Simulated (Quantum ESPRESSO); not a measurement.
# 2H-MoS2: a series in the number of layers, part 6 of 8

What law, if any, do the results for 2H-MoS2 follow against the number of layers?

Quantum ESPRESSO 7.5; plane-wave DFT, PBE-D3(BJ), GBRV ultrasoft pseudopotentials.

So far. Step 9 (Potential by pp.x, 1 layers): The slope in the vacuum is 0.100 eV/Å for an applied 0.10 V/Å, as it should be. Step 11 (Relaxation with pw.x, 2 layers): The relaxation lowers the energy by 36 meV an atom.

### Step 15. Relaxation with pw.x, 5 layers

System of this step: 2H-MoS2, 5 layers, AA' stacking. The cell holds 15 atoms: 10 S and 5 Mo. Its edges and angles: a = 3.180 Å, b = 3.180 Å, c = 45.513 Å, α = 90.0°, β = 90.0°, γ = 120.0°. It derives from MoS2. Vacuum lies along c.

m4.relax.in reads:

```
&control
  prefix = 'm4.relax'
  outdir = './out'
  pseudo_dir = './pseudo'
  nstep = 90
  forc_conv_thr = 6e-05
  calculation = 'relax'
  etot_conv_thr = 1e-07
/
&system
  ibrav = 0
  nat = 15
  ntyp = 2
  ecutwfc = 40
  ecutrho = 200
  vdw_corr = 'grimme-d3'
  dftd3_version = 4
  occupations = 'fixed'
/
&electrons
  conv_thr = 1e-10
  mixing_beta = 0.4
  electron_maxstep = 120
/
&ions
/
ATOMIC_SPECIES
  S   32.0600  s_pbe_v1.4.uspp.F.UPF
  Mo  95.9500  mo_pbe_v1.uspp.F.UPF
CELL_PARAMETERS angstrom
  3.18000000000000 0.00000000000000 0.00000000000000
  -1.59000000000000 2.75396078403451 0.00000000000000
  0.00000000000000 0.00000000000000 45.51298868999791
ATOMIC_POSITIONS crystal
  S   0.333333333300 0.666666666700 0.175773998374
  Mo  0.000000000000 0.000000000000 0.211616488968
  S   0.333333333300 0.666666666700 0.247458979561
  S   0.000000000000 0.000000000000 0.319965753890
  Mo  0.333333333300 0.666666666700 0.355808244484
  S   0.000000000000 0.000000000000 0.391650735077
  S   0.333333333300 0.666666666700 0.464157509407
  Mo  0.000000000000 0.000000000000 0.500000000000
  S   0.333333333300 0.666666666700 0.535842490593
  S   0.000000000000 0.000000000000 0.608349264923
  Mo  0.333333333300 0.666666666700 0.644191755516
  S   0.000000000000 0.000000000000 0.680034246110
  S   0.333333333300 0.666666666700 0.752541020439
  Mo  0.000000000000 0.000000000000 0.788383511032
  S   0.333333333300 0.666666666700 0.824226001626
K_POINTS automatic
  6 6 1 0 0 0
```

On the command line:

```sh
$ OMP_NUM_THREADS=1 mpirun -n 8 pw.x -nk 2 -in m4.relax.in > m4.relax.out
```

The log of the run:

```text
[banner, memory and clock lines left out]
Program PWSCF v.7.5 starts
[...]
Message from routine setup:
[...]
number of electrons       =       130.00
     number of Kohn-Sham states=           65
     kinetic-energy cutoff     =      40.0000  Ry
     charge density cutoff     =     200.0000  Ry
[...]
number of k points=     7
[...]
Dense  grid:   128793 G-vectors     FFT dimensions: (  27,  27, 400)
[...]
negative rho (up, down):  2.947E-03 0.000E+00
     Starting wfcs are  105 randomized atomic wfcs
[...]
negative rho (up, down):  3.008E-03 0.000E+00
[...]
estimated scf accuracy    <       0.49330868 Ry
[...]
negative rho (up, down):  3.014E-03 0.000E+00
[...]
estimated scf accuracy    <       0.12469938 Ry
[...]
negative rho (up, down):  3.041E-03 0.000E+00
[...]
estimated scf accuracy    <       0.02686739 Ry
[...]
negative rho (up, down):  3.048E-03 0.000E+00
[...]
estimated scf accuracy    <       0.00662256 Ry
[...]
negative rho (up, down):  3.053E-03 0.000E+00
[...]
estimated scf accuracy    <       0.01740712 Ry
[...]
negative rho (up, down):  3.052E-03 0.000E+00
[...]
estimated scf accuracy    <       0.00508831 Ry
[...]
negative rho (up, down):  3.051E-03 0.000E+00
[...]
estimated scf accuracy    <       0.00252416 Ry
[...]
negative rho (up, down):  3.050E-03 0.000E+00
[...]
estimated scf accuracy    <       0.00033037 Ry
[...]
negative rho (up, down):  3.052E-03 0.000E+00
[...]
estimated scf accuracy    <       0.00215264 Ry
[...]
negative rho (up, down):  3.052E-03 0.000E+00
[...]
estimated scf accuracy    <       0.00029053 Ry
[...]
negative rho (up, down):  3.051E-03 0.000E+00
[...]
estimated scf accuracy    <       0.00010417 Ry
[...]
negative rho (up, down):  3.050E-03 0.000E+00
[...]
estimated scf accuracy    <       0.00003914 Ry
[...]
negative rho (up, down):  3.050E-03 0.000E+00
[...]
estimated scf accuracy    <       0.00000651 Ry
[...]
negative rho (up, down):  3.050E-03 0.000E+00
[...]
estimated scf accuracy    <       0.00000169 Ry
[...]
negative rho (up, down):  3.050E-03 0.000E+00
[...]
estimated scf accuracy    <       0.00000037 Ry
[...]
negative rho (up, down):  3.050E-03 0.000E+00
[...]
estimated scf accuracy    <       0.00000156 Ry
[...]
negative rho (up, down):  3.050E-03 0.000E+00
[...]
estimated scf accuracy    <       0.00000002 Ry
[...]
negative rho (up, down):  3.050E-03 0.000E+00
[...]
estimated scf accuracy    <       0.00000011 Ry
[...]
negative rho (up, down):  3.050E-03 0.000E+00
[...]
estimated scf accuracy    <       0.00000002 Ry
[...]
negative rho (up, down):  3.050E-03 0.000E+00
[...]
estimated scf accuracy    <          6.3E-09 Ry
[...]
negative rho (up, down):  3.050E-03 0.000E+00
[...]
estimated scf accuracy    <          5.1E-09 Ry
[...]
negative rho (up, down):  3.050E-03 0.000E+00
[...]
estimated scf accuracy    <          3.8E-09 Ry
[...]
negative rho (up, down):  3.050E-03 0.000E+00
[...]
highest occupied level (ev):     5.2492
!    total energy              =    -939.01862130 Ry
     estimated scf accuracy    <          9.4E-11 Ry
[...]
one-electron contribution =   -8549.48016121 Ry
     hartree contribution      =    4305.36252931 Ry
     xc contribution           =    -180.90958424 Ry
     ewald contribution        =    3486.40141028 Ry
[...]
convergence has been achieved in  23 iterations
     negative rho (up, down):  3.050E-03 0.000E+00
[...]
Total force =     0.149288     Total SCF correction =     0.000047
[...]
negative rho (up, down):  3.083E-03 0.000E+00
[...]
negative rho (up, down):  3.079E-03 0.000E+00
[...]
estimated scf accuracy    <       0.00108384 Ry
[...]
negative rho (up, down):  3.075E-03 0.000E+00
[...]
estimated scf accuracy    <       0.00150794 Ry
[...]
negative rho (up, down):  3.070E-03 0.000E+00
[...]
estimated scf accuracy    <       0.00007389 Ry
[...]
negative rho (up, down):  3.070E-03 0.000E+00
[...]
estimated scf accuracy    <       0.00036715 Ry
[...]
negative rho (up, down):  3.070E-03 0.000E+00
[...]
estimated scf accuracy    <       0.00015860 Ry
[...]
negative rho (up, down):  3.070E-03 0.000E+00
[...]
estimated scf accuracy    <       0.00001184 Ry
[...]
negative rho (up, down):  3.070E-03 0.000E+00
[...]
estimated scf accuracy    <       0.00000257 Ry
[...]
negative rho (up, down):  3.069E-03 0.000E+00
[...]
estimated scf accuracy    <       0.00000417 Ry
[...]
negative rho (up, down):  3.069E-03 0.000E+00
[...]
estimated scf accuracy    <       0.00000200 Ry
[...]
negative rho (up, down):  3.069E-03 0.000E+00
[...]
estimated scf accuracy    <       0.00000092 Ry
[...]
negative rho (up, down):  3.069E-03 0.000E+00
[...]
estimated scf accuracy    <       0.00000059 Ry
[...]
negative rho (up, down):  3.069E-03 0.000E+00
[...]
estimated scf accuracy    <       0.00000006 Ry
[...]
negative rho (up, down):  3.069E-03 0.000E+00
[...]
estimated scf accuracy    <       0.00000002 Ry
[...]
negative rho (up, down):  3.069E-03 0.000E+00
[...]
estimated scf accuracy    <       0.00000001 Ry
[...]
negative rho (up, down):  3.069E-03 0.000E+00
[...]
estimated scf accuracy    <          1.3E-09 Ry
[...]
negative rho (up, down):  3.069E-03 0.000E+00
[...]
estimated scf accuracy    <          1.3E-09 Ry
[...]
negative rho (up, down):  3.069E-03 0.000E+00
[...]
estimated scf accuracy    <          2.8E-10 Ry
[...]
negative rho (up, down):  3.069E-03 0.000E+00
[...]
estimated scf accuracy    <          9.6E-10 Ry
[...]
negative rho (up, down):  3.069E-03 0.000E+00
[...]
estimated scf accuracy    <          6.3E-10 Ry
[...]
negative rho (up, down):  3.069E-03 0.000E+00
[...]
highest occupied level (ev):     5.3086
!    total energy              =    -939.03726498 Ry
     estimated scf accuracy    <          9.0E-12 Ry
[...]
one-electron contribution =   -8572.75668355 Ry
     hartree contribution      =    4316.93439063 Ry
     xc contribution           =    -181.08764282 Ry
     ewald contribution        =    3498.26604602 Ry
[...]
convergence has been achieved in  20 iterations
     negative rho (up, down):  3.069E-03 0.000E+00
[...]
Total force =     0.099884     Total SCF correction =     0.000012
[...]
negative rho (up, down):  3.102E-03 0.000E+00
[...]
estimated scf accuracy    <       0.00000127 Ry
[...]
negative rho (up, down):  3.115E-03 0.000E+00
[...]
estimated scf accuracy    <       0.00000041 Ry
[...]
negative rho (up, down):  3.115E-03 0.000E+00
[...]
estimated scf accuracy    <       0.00000151 Ry
[...]
negative rho (up, down):  3.115E-03 0.000E+00
[...]
estimated scf accuracy    <       0.00000011 Ry
[...]
negative rho (up, down):  3.115E-03 0.000E+00
[...]
estimated scf accuracy    <       0.00000004 Ry
[...]
negative rho (up, down):  3.115E-03 0.000E+00
[...]
estimated scf accuracy    <       0.00000003 Ry
[...]
negative rho (up, down):  3.115E-03 0.000E+00
[...]
estimated scf accuracy    <          6.1E-09 Ry
[...]
negative rho (up, down):  3.115E-03 0.000E+00
[...]
estimated scf accuracy    <          9.3E-09 Ry
[...]
negative rho (up, down):  3.115E-03 0.000E+00
[...]
estimated scf accuracy    <          4.1E-09 Ry
[...]
negative rho (up, down):  3.115E-03 0.000E+00
[...]
estimated scf accuracy    <          7.6E-10 Ry
[...]
negative rho (up, down):  3.115E-03 0.000E+00
[...]
estimated scf accuracy    <          8.8E-10 Ry
[...]
negative rho (up, down):  3.115E-03 0.000E+00
[...]
estimated scf accuracy    <          7.6E-11 Ry
[...]
negative rho (up, down):  3.115E-03 0.000E+00
[...]
estimated scf accuracy    <          4.4E-11 Ry
[...]
negative rho (up, down):  3.115E-03 0.000E+00
[...]
highest occupied level (ev):     5.4254
!    total energy              =    -939.05124479 Ry
     estimated scf accuracy    <          2.2E-12 Ry
[...]
one-electron contribution =   -8620.53281792 Ry
     hartree contribution      =    4340.68838398 Ry
     xc contribution           =    -181.42842342 Ry
     ewald contribution        =    3522.61611028 Ry
[...]
convergence has been achieved in  14 iterations
     negative rho (up, down):  3.115E-03 0.000E+00
[...]
Total force =     0.003254     Total SCF correction =     0.000008
[...]
negative rho (up, down):  3.119E-03 0.000E+00
[...]
negative rho (up, down):  3.119E-03 0.000E+00
[...]
estimated scf accuracy    <       0.00000175 Ry
[...]
negative rho (up, down):  3.119E-03 0.000E+00
[...]
estimated scf accuracy    <       0.00000303 Ry
[...]
negative rho (up, down):  3.119E-03 0.000E+00
[...]
estimated scf accuracy    <       0.00000081 Ry
[...]
negative rho (up, down):  3.119E-03 0.000E+00
[...]
estimated scf accuracy    <       0.00000038 Ry
[...]
negative rho (up, down):  3.119E-03 0.000E+00
[...]
estimated scf accuracy    <       0.00000010 Ry
[...]
negative rho (up, down):  3.119E-03 0.000E+00
[...]
estimated scf accuracy    <       0.00000007 Ry
[...]
negative rho (up, down):  3.119E-03 0.000E+00
[...]
estimated scf accuracy    <       0.00000005 Ry
[...]
negative rho (up, down):  3.119E-03 0.000E+00
[...]
estimated scf accuracy    <          6.6E-09 Ry
[...]
negative rho (up, down):  3.119E-03 0.000E+00
[...]
estimated scf accuracy    <          8.8E-09 Ry
[...]
negative rho (up, down):  3.119E-03 0.000E+00
[...]
estimated scf accuracy    <          4.7E-09 Ry
[...]
negative rho (up, down):  3.119E-03 0.000E+00
[...]
estimated scf accuracy    <          3.8E-10 Ry
[...]
negative rho (up, down):  3.119E-03 0.000E+00
[...]
estimated scf accuracy    <          1.8E-10 Ry
[...]
negative rho (up, down):  3.119E-03 0.000E+00
[...]
estimated scf accuracy    <          1.8E-10 Ry
[...]
negative rho (up, down):  3.119E-03 0.000E+00
[...]
estimated scf accuracy    <          2.9E-11 Ry
[...]
negative rho (up, down):  3.119E-03 0.000E+00
[...]
highest occupied level (ev):     5.4240
!    total energy              =    -939.05126448 Ry
     estimated scf accuracy    <          1.4E-12 Ry
[...]
one-electron contribution =   -8623.26195210 Ry
     hartree contribution      =    4342.05492795 Ry
     xc contribution           =    -181.42364179 Ry
     ewald contribution        =    3523.97391424 Ry
[...]
convergence has been achieved in  15 iterations
     negative rho (up, down):  3.119E-03 0.000E+00
[...]
Total force =     0.003523     Total SCF correction =     0.000005
[...]
negative rho (up, down):  3.125E-03 0.000E+00
[...]
negative rho (up, down):  3.
[...]
negative rho (up, down):  4.463E-03 0.000E+00
[...]
estimated scf accuracy    <       0.00000129 Ry
[...]
negative rho (up, down):  4.463E-03 0.000E+00
[...]
estimated scf accuracy    <       0.00000013 Ry
[...]
negative rho (up, down):  4.463E-03 0.000E+00
[...]
estimated scf accuracy    <       0.00000002 Ry
[...]
negative rho (up, down):  4.463E-03 0.000E+00
[...]
estimated scf accuracy    <          4.9E-09 Ry
[...]
negative rho (up, down):  4.463E-03 0.000E+00
[...]
estimated scf accuracy    <          7.5E-10 Ry
[...]
negative rho (up, down):  4.463E-03 0.000E+00
[...]
estimated scf accuracy    <          1.9E-09 Ry
[...]
negative rho (up, down):  4.463E-03 0.000E+00
[...]
estimated scf accuracy    <          1.0E-09 Ry
[...]
negative rho (up, down):  4.463E-03 0.000E+00
[...]
estimated scf accuracy    <          8.5E-10 Ry
[...]
negative rho (up, down):  4.463E-03 0.000E+00
[...]
estimated scf accuracy    <          4.7E-10 Ry
[...]
negative rho (up, down):  4.463E-03 0.000E+00
[...]
estimated scf accuracy    <          1.6E-10 Ry
[...]
negative rho (up, down):  4.463E-03 0.000E+00
[...]
highest occupied level (ev):     5.7025
!    total energy              =    -939.05970650 Ry
     estimated scf accuracy    <          6.4E-12 Ry
[...]
one-electron contribution =  -11552.91019689 Ry
     hartree contribution      =    5806.84472182 Ry
     xc contribution           =    -181.55904600 Ry
     ewald contribution        =    4988.98193334 Ry
[...]
convergence has been achieved in  20 iterations
     negative rho (up, down):  4.463E-03 0.000E+00
[...]
Total force =     0.024765     Total SCF correction =     0.000016
[...]
negative rho (up, down):  4.498E-03 0.000E+00
[...]
negative rho (up, down):  4.501E-03 0.000E+00
[...]
estimated scf accuracy    <       0.00018940 Ry
[...]
negative rho (up, down):  4.503E-03 0.000E+00
[...]
estimated scf accuracy    <       0.00023893 Ry
[...]
negative rho (up, down):  4.505E-03 0.000E+00
[...]
estimated scf accuracy    <       0.00006337 Ry
[...]
negative rho (up, down):  4.506E-03 0.000E+00
[...]
estimated scf accuracy    <       0.00002393 Ry
[...]
negative rho (up, down):  4.506E-03 0.000E+00
[...]
estimated scf accuracy    <       0.00000449 Ry
[...]
negative rho (up, down):  4.506E-03 0.000E+00
[...]
estimated scf accuracy    <       0.00000254 Ry
[...]
negative rho (up, down):  4.506E-03 0.000E+00
[...]
estimated scf accuracy    <       0.00000062 Ry
[...]
negative rho (up, down):  4.506E-03 0.000E+00
[...]
estimated scf accuracy    <       0.00000066 Ry
[...]
negative rho (up, down):  4.506E-03 0.000E+00
[...]
estimated scf accuracy    <       0.00000029 Ry
[...]
negative rho (up, down):  4.506E-03 0.000E+00
[...]
estimated scf accuracy    <       0.00000031 Ry
[...]
negative rho (up, down):  4.506E-03 0.000E+00
[...]
estimated scf accuracy    <       0.00000007 Ry
[...]
negative rho (up, down):  4.506E-03 0.000E+00
[...]
estimated scf accuracy    <       0.00000003 Ry
[...]
negative rho (up, down):  4.506E-03 0.000E+00
[...]
estimated scf accuracy    <       0.00000001 Ry
[...]
negative rho (up, down):  4.506E-03 0.000E+00
[...]
estimated scf accuracy    <          2.7E-10 Ry
[...]
negative rho (up, down):  4.506E-03 0.000E+00
[...]
estimated scf accuracy    <          3.5E-09 Ry
[...]
negative rho (up, down):  4.506E-03 0.000E+00
[...]
```

Run time: 31 min. Hardware: 8 MPI ranks of Arm Neoverse V2, shared host; peak memory 1.2 GiB; 4.1 h of CPU time.

Relaxation path (22 of 40):

```csv
step,energy less that of the first step (eV),largest force (eV/Å)
1,0.0000,1.2625
3,-0.4114,0.3784
5,-0.4439,0.0354
7,-0.4445,0.0530
8,-0.4450,0.0613
10,-0.4471,0.0811
12,-0.4517,0.1070
14,-0.4619,0.1494
16,-0.4795,0.2064
18,-0.4916,0.2420
20,-0.5036,0.0427
21,-0.5038,0.0443
23,-0.5044,0.0446
25,-0.5067,0.0582
27,-0.5117,0.1176
29,-0.5222,0.2185
31,-0.5399,0.3557
33,-0.5557,0.4725
34,-0.5590,0.4100
36,-0.5690,0.0100
38,-0.5691,0.0025
40,-0.5691,0.0002
```

The atoms that moved most (Å):

```csv
atom,dx,dy,dz,length
S1,0.000,0.000,1.025,1.025
S15,0.000,0.000,-1.025,1.025
Mo2,0.000,0.000,0.951,0.951
Mo14,0.000,0.000,-0.951,0.951
S13,0.000,0.000,-0.877,0.877
S3,0.000,0.000,0.877,0.877
S4,0.000,0.000,0.551,0.551
S12,0.000,0.000,-0.551,0.551
```

The relaxation lowers the energy by 38 meV an atom.

Read from the output:

| Quantity | Value |
| --- | --- |
| free energy | -12776.5683 eV |
| valence top, on the run's zero | 5.698 eV |

### Step 16. Ground state, 5 layers

m4.f0.in reads:

```
&control
  prefix = 'm4.f0'
  outdir = './out'
  pseudo_dir = './pseudo'
  calculation = 'scf'
  tprnfor = .true.
  tefield = .true.
  dipfield = .true.
/
&system
  ibrav = 0
  nat = 15
  ntyp = 2
  ecutwfc = 40
  ecutrho = 200
  vdw_corr = 'grimme-d3'
  dftd3_version = 4
  occupations = 'fixed'
  edir = 3
  emaxpos = 0.97
  eopreg = 0.04
  eamp = 0.0
  nbnd = 69
/
&electrons
  conv_thr = 1e-09
  mixing_beta = 0.4
  electron_maxstep = 120
  mixing_mode = 'plain'
/
ATOMIC_SPECIES
  S   32.0600  s_pbe_v1.4.uspp.F.UPF
  Mo  95.9500  mo_pbe_v1.uspp.F.UPF
CELL_PARAMETERS angstrom
  3.18000000000000 0.00000000000000 0.00000000000000
  -1.59000000000000 2.75396078403451 0.00000000000000
  0.00000000000000 0.00000000000000 45.51298868999791
ATOMIC_POSITIONS crystal
  S   0.333333333300 0.666666666700 0.198298241100
  Mo  0.000000000000 0.000000000000 0.232521107400
  S   0.333333333300 0.666666666700 0.266717838100
  S   0.000000000000 0.000000000000 0.332071203000
  Mo  0.333333333300 0.666666666700 0.366265976400
  S   0.000000000000 0.000000000000 0.400462413800
  S   0.333333333300 0.666666666700 0.465806638600
  Mo  0.000000000000 0.000000000000 0.500000000000
  S   0.333333333300 0.666666666700 0.534193361400
  S   0.000000000000 0.000000000000 0.599537586200
  Mo  0.333333333300 0.666666666700 0.633734023600
  S   0.000000000000 0.000000000000 0.667928797000
  S   0.333333333300 0.666666666700 0.733282161900
  Mo  0.000000000000 0.000000000000 0.767478892600
  S   0.333333333300 0.666666666700 0.801701758900
K_POINTS automatic
  6 6 1 0 0 0
```

On the command line:

```sh
$ OMP_NUM_THREADS=1 mpirun -n 8 pw.x -nk 2 -in m4.f0.in > m4.f0.out
```

The log of the run:

```text
[banner, memory and clock lines left out]
Program PWSCF v.7.5 starts
[...]
number of electrons       =       130.00
     number of Kohn-Sham states=           69
     kinetic-energy cutoff     =      40.0000  Ry
     charge density cutoff     =     200.0000  Ry
[...]
number of k points=    20
[...]
Dense  grid:   128793 G-vectors     FFT dimensions: (  27,  27, 400)
[...]
negative rho (up, down):  4.283E-03 0.000E+00
[...]
Starting wfcs are  105 randomized atomic wfcs
[...]
negative rho (up, down):  4.329E-03 0.000E+00
[...]
estimated scf accuracy    <       0.49936555 Ry
[...]
negative rho (up, down):  4.326E-03 0.000E+00
[...]
estimated scf accuracy    <       0.10634042 Ry
[...]
negative rho (up, down):  4.352E-03 0.000E+00
[...]
estimated scf accuracy    <       0.02462964 Ry
[...]
negative rho (up, down):  4.353E-03 0.000E+00
[...]
estimated scf accuracy    <       0.00589137 Ry
[...]
negative rho (up, down):  4.353E-03 0.000E+00
[...]
estimated scf accuracy    <       0.01533592 Ry
[...]
negative rho (up, down):  4.351E-03 0.000E+00
[...]
estimated scf accuracy    <       0.00404792 Ry
[...]
negative rho (up, down):  4.350E-03 0.000E+00
[...]
estimated scf accuracy    <       0.00126705 Ry
[...]
negative rho (up, down):  4.349E-03 0.000E+00
[...]
estimated scf accuracy    <       0.00016512 Ry
[...]
negative rho (up, down):  4.349E-03 0.000E+00
[...]
estimated scf accuracy    <       0.00107783 Ry
[...]
negative rho (up, down):  4.349E-03 0.000E+00
[...]
estimated scf accuracy    <       0.00011921 Ry
[...]
negative rho (up, down):  4.348E-03 0.000E+00
[...]
estimated scf accuracy    <       0.00000757 Ry
[...]
negative rho (up, down):  4.348E-03 0.000E+00
[...]
estimated scf accuracy    <       0.00000181 Ry
[...]
negative rho (up, down):  4.347E-03 0.000E+00
[...]
estimated scf accuracy    <       0.00000147 Ry
[...]
negative rho (up, down):  4.347E-03 0.000E+00
[...]
estimated scf accuracy    <       0.00000007 Ry
[...]
negative rho (up, down):  4.347E-03 0.000E+00
[...]
estimated scf accuracy    <       0.00000014 Ry
[...]
negative rho (up, down):  4.347E-03 0.000E+00
[...]
estimated scf accuracy    <       0.00000007 Ry
[...]
negative rho (up, down):  4.347E-03 0.000E+00
[...]
estimated scf accuracy    <       0.00000003 Ry
[...]
negative rho (up, down):  4.347E-03 0.000E+00
[...]
estimated scf accuracy    <          8.6E-09 Ry
[...]
negative rho (up, down):  4.347E-03 0.000E+00
[...]
estimated scf accuracy    <          7.8E-09 Ry
[...]
negative rho (up, down):  4.347E-03 0.000E+00
[...]
estimated scf accuracy    <          5.8E-09 Ry
[...]
negative rho (up, down):  4.347E-03 0.000E+00
[...]
Total length         82.5668 bohr
[...]
estimated scf accuracy    <          2.2E-09 Ry
[...]
negative rho (up, down):  4.347E-03 0.000E+00
[...]
Computed dipole along edir(3) :
        Dipole                0.0000 Ry au,          0.0001 Debye
        Dipole field          0.0000 Ry au,
        Potential amp.       -0.0000 Ry
        Total length         82.5668 bohr
[...]
highest occupied, lowest unoccupied level (ev):     5.6978    6.6036
!    total energy              =    -939.06044818 Ry
     estimated scf accuracy    <          2.3E-10 Ry
[...]
one-electron contribution =  -11595.75238481 Ry
     hartree contribution      =    5828.29177424 Ry
     xc contribution           =    -181.51952911 Ry
     ewald contribution        =    5010.33690720 Ry
[...]
electric field correction =       0.00000000 Ry
     convergence has been achieved in  22 iterations
     negative rho (up, down):  4.347E-03 0.000E+00
[...]
Total force =     0.000016     Total SCF correction =     0.000097
[...]
```

Wall time 2.4 min (8 MPI ranks); peak memory 1.3 GiB; 19 min of CPU time.

Numbers from this step:

- dipole along the normal: 2.08e-5 e·Å
- conduction bottom, on the run's zero: 6.604 eV
- gap by band count: 0.9058 eV

(Part 6 of 8 ends here.)

[Logs are printed without paths, hosts, clocks, repeated set-up lines and the standing remarks that a program may print on its own settings, such as how far it seeks lower states.]

[Hosts, paths, dates, database ids (printed as entryN), source tags and the programs' standing remarks are cut or masked in the printed files.]

[Maps of the electrostatic potential energy from Ansatz leave out the sawtooth potential of an applied field or a dipole correction, so their vacuum need not be flat; planar profiles and work functions include it.]
